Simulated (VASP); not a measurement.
Set up this calculation in VASP 6.6.1, as the native input.

```
Task                   : single point
Functional             : r2SCAN
Potentials or basis    : VASP PAW PBE potentials, release 64 (Mg, Zn, O)
Cutoff                 : 520 eV
k mesh                 : 6 × 6 × 2
Occupations            : methfessel-paxton, width 0.5 eV
Spin                   : no spin polarisation
Dipole correction      : no
Further INCAR settings : ALGO = Normal; EDIFF = 1e-06; NBANDS = 26
```

Mg2ZnO3:

```
CELL_PARAMETERS angstrom
2.99120 0.00000 0.00000
-1.49560 2.59046 0.00000
0.00000 0.00000 7.30611
ATOMIC_POSITIONS crystal
Mg 0.33333 0.66667 0.66592
Mg 0.66667 0.33333 0.33408
Zn 0.00000 0.00000 0.00000
O 0.33333 0.66667 0.17174
O 0.66667 0.33333 0.82826
O 0.00000 0.00000 0.50000
```

The cell comes from a database or a generator and needn't be the stable form of this composition.

One way to write it, as run:

POSCAR

```
Mg2ZnO3
1.0
    2.9912043487      0.0000000000      0.0000000000
   -1.4956021743      2.5904589539      0.0000000000
    0.0000000000      0.0000000000      7.3061051331
Mg Zn O
2 1 3
Direct
    0.3333333333      0.6666666667      0.6659208985
    0.6666666667      0.3333333333      0.3340791015
    0.0000000000      0.0000000000      0.0000000000
    0.3333333333      0.6666666667      0.1717360262
    0.6666666667      0.3333333333      0.8282639738
    0.0000000000      0.0000000000      0.5000000000
```

INCAR.step1

```
SYSTEM = Mg2ZnO3
  ALGO = Normal
  EDIFF = 1E-4
  ENCUT = 520
  GGA = PE
  ISMEAR = 1
  LASPH = .TRUE.
  LCHARG = .FALSE.
  LREAL = .FALSE.
  LWAVE = .TRUE.
  NBANDS = 26
  NELM = 100
  PREC = Accurate
  SIGMA = 0.5
```

INCAR.step2

```
SYSTEM = Mg2ZnO3
  ALGO = Normal
  EDIFF = 1E-6
  ENCUT = 520
  ISIF = 2
  ISMEAR = 1
  ISTART = 1
  LASPH = .TRUE.
  LCHARG = .FALSE.
  LMIXTAU = .TRUE.
  LREAL = .FALSE.
  LWAVE = .FALSE.
  METAGGA = R2SCAN
  NBANDS = 26
  NELM = 100
  PREC = Accurate
  SIGMA = 0.5
```

KPOINTS

```
k-points
0
G
  6 6 2
  0 0 0
```

Potentials or basis: VASP PAW PBE potentials, release 64 (Mg, Zn, O).

Command:

```sh
$ cat potpaw_PBE.64/Mg/POTCAR potpaw_PBE.64/Zn/POTCAR potpaw_PBE.64/O/POTCAR > POTCAR
$ cp INCAR.step1 INCAR
$ mpirun -np 1 vasp_std > vasp.out
$ cp INCAR.step2 INCAR
$ mpirun -np 1 vasp_std > vasp.out
```

It gave:

```
Pressure               : -0.4 GPa
Largest force          : 0.076 eV/Å
Band gap on the k mesh : 3.88 eV, indirect (least direct gap 3.98 eV)
```

Caveat: the k mesh is coarse (spacing up to 0.43 Å⁻¹), so the values aren't converged; the PAW data sets were made with another functional, which shifts forces and pressure a little.

Wall time 96 s on 1 thread of Intel(R) Xeon(R) Platinum 8259CL CPU @ 2.50GHz (Skylake/Cascade Lake), with other jobs on the host, peak memory 0.18 GiB.
